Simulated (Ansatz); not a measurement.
A series in volume scale on PbF2

Results calculated with Ansatz 0.2.0, not measured. Free energy against uniform scaling of the volume at fixed shape and fractions; periodic cell, basis, potentials, k mesh and filling as listed.

The cell before it is scaled or strained (space group Aea2, No. 41):
```
CELL_PARAMETERS angstrom
6.02410 0.00000 0.00000
0.00000 3.00200 3.01130
0.00000 -3.00200 3.01130
ATOMIC_POSITIONS crystal
Pb 0.50000 0.97748 0.97748
Pb 0.00000 0.47748 0.47748
F 0.76477 0.97361 0.45867
F 0.23523 0.45867 0.97361
F 0.73523 0.47361 0.95867
F 0.26477 0.95867 0.47361
```

Settings of every row: functional PBEsol; dispersion none; potentials PAW; wave cutoff 420 eV; density cutoff 1680 eV; k mesh 4x6x6; k shift 0x0x0; occupations fixed; smearing width 0 eV; spin none.

Limits: no spin-orbit coupling, which can matter with elements this heavy; the cell comes from a prototype or a list of computed structures and needn't be the stable phase.

| row | volume scale | V (Å³/atom) | energy above lowest point (meV/atom) |
| --- | --- | --- | --- |
| 1 | 0.94 | 17.063 | 0 |
| 2 | 0.96 | 17.426 | 0.7 |
| 3 | 0.98 | 17.789 | ? |
| 4 | 1 | 18.152 | 11.5 |
| 5 | 1.02 | 18.516 | 21.1 |
| 6 | 1.04 | 18.879 | 32.9 |
| 7 | 1.06 | 19.242 | 46.8 |

Question: what energy above lowest point should row 3 give?

Worked fit of energy above lowest point. Take u = (V_r/V)^(2/3) − 1 with V_r = 18.334 Å³ an atom, which is twice the finite (Eulerian) strain; such expansions in the strain, on which the Birch-Murnaghan equation of state is built, carry the rest volume and the bulk modulus. The shown rows have u = 0.04906, 0.03444, 0.00667, -0.00656, -0.01934, -0.03171. Least squares give energy above lowest point = 15.98 − 718.8 × u + 8004 × u² meV/atom; a straight line predicts inner rows, each left out in turn, worse (root mean square 5 against 0.063 meV/atom). The rows lie off it by 0.0, 0.0, 0.0, 0.1, 0.0, 0.0. Its lowest point lies at u = 0.0449, or V = 17.16 Å³ an atom, and the curvature there gives the bulk modulus at fixed shape and fractions, B = (4/9)(1 + u)² E″(u)/V = 72.5 GPa. Letting shape and atoms relax would as a rule lower it, by much in layered, chain or molecular crystals. The withheld row has u = 0.02032, so the fit gives 15.98 − 718.8 × (0.02032) + 8004 × (0.02032)² = 4.7 meV/atom.

The calculation gave 4.7 meV/atom. The fit meets it to the printed digit.
